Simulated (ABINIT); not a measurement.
ZnS (Wurtzite-2H):

```xyz
4
Lattice="3.8110 0.0000 0.0000 -1.9055 3.3004 0.0000 0.0000 0.0000 6.2340" Properties=species:S:1:pos:R:3 pbc="T T T"
Zn    1.9055    1.1001    3.1170
Zn    0.0000    2.2003    0.0000
S     1.9055    1.1001    5.5171
S     0.0000    2.2003    2.4001
```

Base run:

| Quantity | Value |
| --- | --- |
| Program | ABINIT 10.8.3 (patched build) |
| Functional | PBEsol |
| Potentials or basis | PseudoDojo NC SR PBEsol v0.4.1 standard |
| Cutoff | 1143 eV |
| k mesh | 6 × 6 × 4 |
| Occupations | fermi-dirac, width 0.05 eV |
| Spin | no spin polarisation |

Its results: band gap on the k mesh 2.11 eV, direct; pressure -1.3 GPa; largest force 0.307 eV/Å.

After a change of settings the same cell gave: band gap on the k mesh 2.11 eV, direct; pressure -1.8 GPa; largest force 0.307 eV/Å. Which change was it?
A. functional from PBEsol to PBE; potentials or basis from PseudoDojo NC SR PBEsol v0.4.1 standard to PseudoDojo NC SR PBE v0.4.1 standard
B. cutoff from 1143 eV to 1034 eV
C. functional from PBEsol to PBE; potentials or basis from PseudoDojo NC SR PBEsol v0.4.1 standard to PseudoDojo NC SR PBE v0.5 stringent; cutoff from 1143 eV to 1034 eV

B.
